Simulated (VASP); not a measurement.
# Al2O3 (Pnnm) in VASP: notebook

One crystal, Al2O3, is run at these levels: LDA, PBE, PBEsol, RPBE; tasks: band structure.

Program: VASP 6.6.1. These are calculated values, not measurements. Logs are shortened: lines on timing, memory, paths and dates and some standing lists are left out, and cuts for length are marked.

### Step 1. The crystal as given

The structure is orthorhombic, space group Pnnm (No. 58). Conventional cell: a = 4.614 Å, b = 9.563 Å, c = 3.120 Å, α = 90.00°, β = 90.00°, γ = 90.00°. Al (site symmetry m) is surrounded by 4 O at 1.68 to 1.82 Å. Around O (site symmetry 2/m) lie 2 Al at 1.68 Å. O (site symmetry m) is surrounded by 3 Al at 1.82 Å.

Measurements of this composition are mostly on another form, of space group No. 167.

### Step 2. Band structure, LDA

INCAR

```
SYSTEM = Al2O3
PREC     = Accurate       ! precision mode
ENCUT    = 520            ! plane-wave cutoff, eV
EDIFF    = 1E-7           ! SCF threshold, eV
ISMEAR   = -1             ! smearing method
SIGMA    = 0.05           ! smearing width, eV
LREAL    = .False.        ! projectors in reciprocal space
LASPH    = .True.         ! aspherical terms in the spheres
NELM     = 100            ! most SCF steps
ALGO     = Normal         ! electronic algorithm
ISIF     = 2              ! what is computed and relaxed
LWAVE    = .False.        ! write WAVECAR
LCHARG   = .False.        ! write CHGCAR
GGA      = CA             ! functional
NBANDS   = 35             ! bands
```

KPOINTS

```
regular mesh
0
Gamma
  5 3 7
  0 0 0
```

POSCAR

```
Al2O3
1.0
    4.6137770000      0.0000000000      0.0000000000
    0.0000000000      9.5632790000      0.0000000000
    0.0000000000      0.0000000000      3.1198620000
Al O
4 6
Direct
    0.9829750000      0.8245730000      0.0000000000
    0.0170250000      0.1754270000      0.0000000000
    0.4829750000      0.6754270000      0.5000000000
    0.5170250000      0.3245730000      0.5000000000
    0.5000000000      0.5000000000      0.5000000000
    0.1236350000      0.7530500000      0.5000000000
    0.3763650000      0.2530500000      0.0000000000
    0.6236350000      0.7469500000      0.0000000000
    0.0000000000      0.0000000000      0.0000000000
    0.8763650000      0.2469500000      0.5000000000
```

KPOINTS_OPT

```
path GXSYGZURTZ,YT,UX,SR
15
line-mode
reciprocal
 0.0000000000  0.0000000000  0.0000000000  G
 0.0000000000  0.0000000000  0.5000000000  X

 0.0000000000  0.0000000000  0.5000000000  X
 0.5000000000  0.0000000000  0.5000000000  S

 0.5000000000  0.0000000000  0.5000000000  S
 0.5000000000  0.0000000000  0.0000000000  Y

 0.5000000000  0.0000000000  0.0000000000  Y
 0.0000000000  0.0000000000  0.0000000000  G

 0.0000000000  0.0000000000  0.0000000000  G
 0.0000000000  0.5000000000  0.0000000000  Z

 0.0000000000  0.5000000000  0.0000000000  Z
 0.0000000000  0.5000000000  0.5000000000  U

 0.0000000000  0.5000000000  0.5000000000  U
 0.5000000000  0.5000000000  0.5000000000  R

 0.5000000000  0.5000000000  0.5000000000  R
 0.5000000000  0.5000000000  0.0000000000  T

 0.5000000000  0.5000000000  0.0000000000  T
 0.0000000000  0.5000000000  0.0000000000  Z

 0.5000000000  0.0000000000  0.0000000000  Y
 0.5000000000  0.5000000000  0.0000000000  T

 0.0000000000  0.5000000000  0.5000000000  U
 0.0000000000  0.0000000000  0.5000000000  X

 0.5000000000  0.0000000000  0.5000000000  S
 0.5000000000  0.5000000000  0.5000000000  R
```

Potentials or basis: VASP PAW LDA potentials, release 64 (Al, O).

Run with:

```sh
cat potpaw_LDA.64/Al/POTCAR potpaw_LDA.64/O/POTCAR > POTCAR
mpirun -np 1 vasp_std > vasp.out
```

OUTCAR:

```text
SYSTEM = Al2O3
   PREC = Accurate
   ENCUT = 520
   EDIFF = 1E-7
   ISMEAR = -1
   LREAL = .False.
   LASPH = .True.
   NELM = 100
   ISIF = 2
   GGA = CA

 ion  position               nearest neighbor table
   1  0.983  0.825  0.000-   9 1.68   8 1.82   6 1.82   6 1.82   3 3.13   3 3.13   3 3.13   3 3.13
                             2 3.36
   2  0.017  0.175  0.000-   9 1.68   7 1.82  10 1.82  10 1.82   4 3.13   4 3.13   4 3.13   4 3.13
                             1 3.36
   3  0.483  0.675  0.500-   5 1.68   6 1.82   8 1.82   8 1.82   1 3.13   1 3.13   1 3.13   1 3.13
                             4 3.36
   4  0.517  0.325  0.500-   5 1.68  10 1.82   7 1.82   7 1.82   2 3.13   2 3.13   2 3.13   2 3.13
                             3 3.36
   5  0.500  0.500  0.500-   3 1.68   4 1.68
   6  0.124  0.753  0.500-   3 1.82   1 1.82   1 1.82
   7  0.376  0.253  0.000-   2 1.82   4 1.82   4 1.82
   8  0.624  0.747  0.000-   1 1.82   3 1.82   3 1.82
   9  0.000  0.000  0.000-   1 1.68   2 1.68
  10  0.876  0.247  0.500-   4 1.82   2 1.82   2 1.82

  LATTYP: Found a simple orthorhombic cell.
 ALAT       =     3.1198620000
 B/A-ratio  =     1.4788400897
 C/A-ratio  =     3.0652891057

  Lattice vectors:

 A1 = (   0.0000000000,   0.0000000000,   3.1198620000)
 A2 = (   4.6137770000,   0.0000000000,   0.0000000000)
 A3 = (   0.0000000000,   9.5632790000,   0.0000000000)

Analysis of symmetry for initial positions (statically):
=====================================================================
 Subroutine PRICEL returns:
 Original cell was already a primitive cell.

 Routine SETGRP: Setting up the symmetry group for a
 simple orthorhombic supercell.

 Subroutine GETGRP returns: Found  8 space group operations
 (whereof  4 operations were pure point group operations)
 out of a pool of  8 trial point group operations.

The static configuration has the point symmetry C_2h.
 The point group associated with its full space group is D_2h.

Analysis of symmetry for dynamics (positions and initial velocities):
=====================================================================
 Subroutine PRICEL returns:
 Original cell was already a primitive cell.

 Routine SETGRP: Setting up the symmetry group for a
 simple orthorhombic supercell.

 Subroutine GETGRP returns: Found  8 space group operations
 (whereof  4 operations were pure point group operations)
 out of a pool of  8 trial point group operations.

The dynamic configuration has the point symmetry C_2h.
 The point group associated with its full space group is D_2h.
[... 123 lines left out ...]
   TEBEG  =    0.0;   TEEND  =   0.0 temperature during run
   PSTRESS=    0.0 pullay stress
   NELECT =      48.0000    total number of electrons
   NUPDOWN=      -1.0000    fix difference up-down
   EMIN   =  10.00;   EMAX   =-10.00  energy-range for DOS
   EFERMI =   0.00;   METHOD = LEGACY
   ISMEAR =    -1;   SIGMA  =   0.05  broadening in eV -4-tet -1-fermi 0-gaus
   EFERMI_NEDOS =   21; number of points for ismear=-14 and -15
   IALGO  =     38    algorithm
   IMIX   =      4    mixing-type and parameters
     AMIX     =   0.40;   BMIX     =  1.00
     AMIX_MAG =   1.60;   BMIX_MAG =  1.00
  volume/ion in A,a.u.               =      13.77        92.90
  Fermi-wavevector in a.u.,A,eV,Ry     =   1.152274  2.177482 18.064926  1.327735
  Thomas-Fermi vector in A             =   2.288926
   LORBIT       =      0    0 simple, 1 ext, 2 COOP (PROOUT), +10 PAW based schemes
   GGA     = CA    functional components
   LHFCALC =     F    Hartree Fock is set to
   AEXX    =    0.0000 exact exchange contribution
   IVDW    =     0    specifies the selected vdW correction
   LEPSILON=     F    determine dielectric tensor
   LRPA    =     F    only Hartree local field effects (RPA)
 non-spin polarized calculation
  energy-cutoff  :      520.00
  volume of cell :      137.66
 maximum number of plane-waves:      3737
 NGX is ok and might be reduce to    36
   NGX = 17   NGY = 35   NGZ = 11

 number of electron      48.0000029 magnetization

 Free energy of the ion-electron system (eV)
  ---------------------------------------------------
  ext. energy  EPLUGINS =         0.00000000
  ---------------------------------------------------
  free energy    TOTEN  =       -80.66362406 eV

  energy without entropy =      -80.66362406  energy(sigma->0) =      -80.66362406

 E-fermi :   2.6757     XC(G=0):  -9.3199

 val. band max:        1.5138010667   @ k =   0.0000   0.0000   0.0000
 cond. band min:       4.8648129086   @ k =   0.0000   0.0000   0.0000
 fundamental gap:      3.3510118419
 Fermi energy:         2.6756507358

 k-point     1 :       0.0000    0.0000    0.0000
  band No.  band energies     occupation
      1     -17.1440      2.00000
      2     -17.0656      2.00000
      3     -15.7603      2.00000
      4     -15.7306      2.00000
      5     -14.4959      2.00000
      6     -14.3724      2.00000
[... 901 lines left out ...]
     34      11.6665      0.00000
     35      12.0910      0.00000

------------------------ aborting loop because EDIFF is reached ----------------------------------------

  FORCE on cell =-STRESS in cart. coord.  units (eV):
  Direction    XX          YY          ZZ          XY          YZ          ZX
  --------------------------------------------------------------------------------------
  -------------------------------------------------------------------------------------
  Total       -3.5386615     -3.4910033     -8.0790554      0.0000000      0.0000000      0.0000000
  in kB      -41.1861117    -40.6314223    -94.0312828      0.0000000      0.0000000      0.0000000
  external PRESSURE =     -58.6162723 kB  Pullay stress =       0.0000000 kB

 VOLUME and BASIS-vectors are now :
 -----------------------------------------------------------------------------
  energy-cutoff  :      520.00
  volume of cell :      137.66
      direct lattice vectors                 reciprocal lattice vectors
     4.613777000  0.000000000  0.000000000     0.216742162  0.000000000  0.000000000
     0.000000000  9.563279000  0.000000000     0.000000000  0.104566645  0.000000000
     0.000000000  0.000000000  3.119862000     0.000000000  0.000000000  0.320526998

 POSITION                                       TOTAL-FORCE (eV/Angst)
 -----------------------------------------------------------------------------------
      4.53523      7.88562      0.00000        -0.078415     -0.055941     -0.000000
      0.07855      1.67766      0.00000         0.078415      0.055941      0.000000
      2.22834      6.45930      1.55993        -0.078415      0.055941     -0.000000
      2.38544      3.10398      1.55993         0.078415     -0.055941      0.000000
      2.30689      4.78164      1.55993         0.000000      0.000000      0.000000
      0.57042      7.20163      1.55993         0.193396      0.016159      0.000000
      1.73646      2.41999      0.00000        -0.193396      0.016159      0.000000
      2.87731      7.14329      0.00000         0.193396     -0.016159     -0.000000
      0.00000      0.00000      0.00000         0.000000      0.000000      0.000000
      4.04335      2.36165      1.55993        -0.193396     -0.016159      0.000000
 -----------------------------------------------------------------------------------
    total drift:                                0.000000     -0.000000     -0.000000

  FREE ENERGIE OF THE ION-ELECTRON SYSTEM (eV)
  ---------------------------------------------------
  free  energy   TOTEN  =       -80.6636240577 eV

  energy  without entropy=      -80.6636240576  energy(sigma->0) =      -80.66362406
```

OSZICAR:

```text
N       E                     dE             d eps       ncg     rms          rms(c)
DAV:   1     0.233760471255E+03    0.23376E+03   -0.22985E+04  1680   0.123E+03
DAV:   2    -0.732114278431E+02   -0.30697E+03   -0.29142E+03  2219   0.268E+02
DAV:   3    -0.926833409041E+02   -0.19472E+02   -0.19359E+02  2101   0.713E+01
DAV:   4    -0.928984506685E+02   -0.21511E+00   -0.21490E+00  2024   0.851E+00
DAV:   5    -0.929014092857E+02   -0.29586E-02   -0.29577E-02  2074   0.989E-01    0.202E+01
DAV:   6    -0.811036650836E+02    0.11798E+02   -0.45659E+01  1886   0.342E+01    0.773E+00
DAV:   7    -0.808626315947E+02    0.24103E+00   -0.10399E+00  1867   0.540E+00    0.384E+00
DAV:   8    -0.806878390979E+02    0.17479E+00   -0.11921E-01  2084   0.237E+00    0.129E+00
DAV:   9    -0.806615682649E+02    0.26271E-01   -0.30243E-02  2096   0.132E+00    0.238E-01
DAV:  10    -0.806629373578E+02   -0.13691E-02   -0.40064E-03  1863   0.323E-01    0.179E-01
[... 75 further cycles ...]
DAV:   1     0.216146811777E+05   -0.22245E+05      840
DAV:   2     0.184447024646E+05   -0.31700E+04     1120
DAV:   3     0.182205275603E+05   -0.22417E+03     1088
DAV:   4     0.182175637027E+05   -0.29639E+01      976
DAV:   5     0.182175090986E+05   -0.54604E-01     1028
DAV:   6     0.182175074257E+05   -0.16729E-02     1016
DAV:   7     0.182175073643E+05   -0.61429E-04     1055
DAV:   8     0.182175073617E+05   -0.26677E-05      976
DAV:   9     0.182175073615E+05   -0.12328E-06      845
DAV:  10     0.182175073615E+05   -0.63155E-08      600
```

stdout:

```text
POSCAR found type information on POSCAR AlO
 POSCAR found :  2 types and      10 ions
 scaLAPACK will be used
 LDA part: xc-table for (Slater(with rela. corr.)+CA(PZ))
 , standard interpolation
 POSCAR, INCAR and KPOINTS ok, starting setup
 FFT: planning ... GRIDC
 FFT: planning ... GRID_SOFT
 FFT: planning ... GRID
 WAVECAR not read
 entering main loop
 Start KPOINTS_OPT (optional k-point list driver)
k-point batch [1-24\180]
k-point batch [25-48\180]
k-point batch [49-72\180]
k-point batch [73-96\180]
k-point batch [97-120\180]
k-point batch [121-144\180]
k-point batch [145-168\180]
k-point batch [169-180\180]
```

Run time: 6.2 min. Hardware: 1 thread of AMD EPYC 9R45 (Zen 5), shared host; peak memory 0.25 GiB.

What came out:

* Free energy: -80.6636 eV
* Pressure: -5.9 GPa
* Largest force: 0.194 eV/Å
* Band gap on the k mesh: 3.35 eV, direct
* Band gap along the path: 3.35 eV, direct

Forces in eV/Å, atoms in the order of the input:
```
Al  -0.078 -0.056  0.000
Al   0.078  0.056  0.000
Al  -0.078  0.056  0.000
Al   0.078 -0.056  0.000
O    0.000  0.000  0.000
O    0.193  0.016  0.000
O   -0.193  0.016  0.000
O    0.193 -0.016  0.000
O    0.000  0.000  0.000
O   -0.193 -0.016  0.000
```

Levels at the corners of the path, in eV from the valence-band top:
```csv
point,band 20,band 21,band 22,band 23,band 24,band 25,band 26,band 27,band 28,band 29
Γ,-1.29,-1.06,-0.52,-0.06,0.00,3.35,4.92,5.87,6.64,6.82
X,-2.32,-1.09,-1.09,-0.72,-0.72,7.48,7.48,7.78,7.78,8.13
X,-2.32,-1.09,-1.09,-0.72,-0.72,7.48,7.48,7.78,7.78,8.13
S,-1.98,-1.24,-1.24,-0.56,-0.56,6.66,6.66,7.81,7.81,8.09
S,-1.98,-1.24,-1.24,-0.56,-0.56,6.66,6.66,7.81,7.81,8.09
Y,-2.27,-0.89,-0.89,-0.02,-0.02,5.82,5.82,6.33,6.33,7.70
Y,-2.27,-0.89,-0.89,-0.02,-0.02,5.82,5.82,6.33,6.33,7.70
Γ,-1.29,-1.06,-0.52,-0.06,0.00,3.35,4.92,5.87,6.64,6.82
Γ,-1.29,-1.06,-0.52,-0.06,0.00,3.35,4.92,5.87,6.64,6.82
Z,-1.51,-0.73,-0.73,-0.03,-0.03,4.02,4.02,6.27,6.27,7.58
Z,-1.51,-0.73,-0.73,-0.03,-0.03,4.02,4.02,6.27,6.27,7.58
U,-2.43,-1.16,-1.16,-0.62,-0.62,7.40,7.40,7.81,7.81,8.15
U,-2.43,-1.16,-1.16,-0.62,-0.62,7.40,7.40,7.81,7.81,8.15
R,-1.97,-1.06,-1.06,-0.73,-0.73,6.86,6.86,7.85,7.85,8.09
R,-1.97,-1.06,-1.06,-0.73,-0.73,6.86,6.86,7.85,7.85,8.09
T,-2.56,-0.81,-0.81,-0.02,-0.02,5.81,5.81,6.26,6.26,7.93
T,-2.56,-0.81,-0.81,-0.02,-0.02,5.81,5.81,6.26,6.26,7.93
Z,-1.51,-0.73,-0.73,-0.03,-0.03,4.02,4.02,6.27,6.27,7.58
Y,-2.27,-0.89,-0.89,-0.02,-0.02,5.82,5.82,6.33,6.33,7.70
T,-2.56,-0.81,-0.81,-0.02,-0.02,5.81,5.81,6.26,6.26,7.93
U,-2.43,-1.16,-1.16,-0.62,-0.62,7.40,7.40,7.81,7.81,8.15
X,-2.32,-1.09,-1.09,-0.72,-0.72,7.48,7.48,7.78,7.78,8.13
S,-1.98,-1.24,-1.24,-0.56,-0.56,6.66,6.66,7.81,7.81,8.09
R,-1.97,-1.06,-1.06,-0.73,-0.73,6.86,6.86,7.85,7.85,8.09
```

A hybrid or GW would open this gap; LDA tends to underestimate it.

(Part 1 of 3 ends here.)
